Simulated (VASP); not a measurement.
# TiB₂: molecular dynamics with a monitored distance, by stops when the distance exceeds

TiB₂, P6/mmm (no. 191), 12 atoms in the cell. PBE, molecular dynamics; PAW potentials Ti, B (PBE set).

| Stops when the distance exceeds (Å) | Largest distance met (Å) | Steps run | Mean temperature (K) | Time (s) |
|---|---|---|---|---|
| 2.523 | 2.422 | 80 | 460 | 238 |
| 3.808 | 2.422 | 80 | 460 | 234 |

Limits: 80 fs of 12 atoms are too short for converged averages; the distance is that to the nearest periodic copy, which so small a cell caps; the cell is only 3.2 Å across, so each atom moves in step with near copies of itself.

## Input of the first row

INCAR:
```
GGA = PE
PREC = Normal
ENCUT = 320
EDIFF = 1E-5
NELMIN = 4
NELM = 60
ALGO = Fast
LREAL = Auto
LASPH = True
ISMEAR = -1
SIGMA = 0.05
ISYM = 0
LWAVE = False
LCHARG = False
IBRION = 0
NSW = 80
POTIM = 1.0
TEBEG = 600
TEEND = 600
ISIF = 2
MDALGO = 1
ANDERSEN_PROB = 0.05
RANDOM_SEED = 825335 0 0
VALUE_MAX = 2.523
VALUE_MIN = 1.19
KPAR = 2
```

KPOINTS:
```
k-points
0
Monkhorst-Pack
  2 2 4
```

ICONST:
```
R 1 7 7
```

POSCAR:
```
TiB2
1.0
    6.0584000000      0.0000000000      0.0000000000
   -3.0292000000      5.2467283062      0.0000000000
    0.0000000000      0.0000000000      3.2284000000
Ti B
4 8
Direct
    0.0000000000      0.0000000000      0.0000000000
    0.0000000000      0.5000000000      0.0000000000
    0.5000000000      0.0000000000      0.0000000000
    0.5000000000      0.5000000000      0.0000000000
    0.3333333334      0.1666666666      0.5000000000
    0.3333333334      0.6666666666      0.5000000000
    0.8333333334      0.1666666666      0.5000000000
    0.8333333333      0.6666666666      0.5000000000
    0.1666666666      0.3333333334      0.5000000000
    0.1666666667      0.8333333334      0.5000000000
    0.6666666667      0.3333333334      0.5000000000
    0.6666666667      0.8333333334      0.5000000000
```

Commands:
```
cat potpaw_PBE.64/Ti/POTCAR potpaw_PBE.64/B/POTCAR > POTCAR
mpirun -np 2 vasp_std > vasp.out
```

Changes of the last row against the first:
```
- VALUE_MAX = 2.523
+ VALUE_MAX = 3.808
```

VASP 6.6.1 took 238 s on 2 cores (AMD EPYC 9R45 (Zen 5)), a shared host.
